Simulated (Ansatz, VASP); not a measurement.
One calculation of Pt, two programs

```xyz
1
Lattice="-1.5842 1.5842 1.6397 1.5842 -1.5842 1.6397 1.5842 1.5842 -1.6397" Properties=species:S:1:pos:R:3 pbc="T T T"
Pt    0.0000    0.0000    0.0000
```

Change from the starting cell: strain +0.0350 x Voigt [0, 0, 1, 0, 0, 0], atoms carried along.

Alike in both runs: task single point; functional PBEsol; k mesh 22 × 22 × 22; occupations gaussian, width 0.15 eV; no spin polarisation.

|  | VASP | Ansatz |
| --- | --- | --- |
| version | VASP 6.6.1 | Ansatz 0.2.0 |
| potentials or method | VASP PAW PBE potentials, release 64 (Pt) | scalar-relativistic, plane waves, PAW |
| plane-wave cutoff (eV) | 520 | 420 |
| valence electrons in the cell | 10 | 18 |

VASP gave:

- gap on the k mesh at the Fermi level (eV): none
- pressure (GPa): -18.0
- largest component of the traceless stress (GPa): 1.81

Q: Which values does Ansatz return?

A: gap on the k mesh at the Fermi level (eV): none; pressure (GPa): -17.7; largest component of the traceless stress (GPa): 1.82.

A gap of «none» marks a metal or a gap that the smearing closes. The two sets of potentials don't hold the same shells in valence.

Caveats: so large a pressure means that the cell lies far from this level's equilibrium, or that cutoff or potentials fall short (VASP); the potentials were made for another functional, which shifts forces and pressure (VASP). The runs have no spin-orbit coupling, so splittings on Pt are missing.
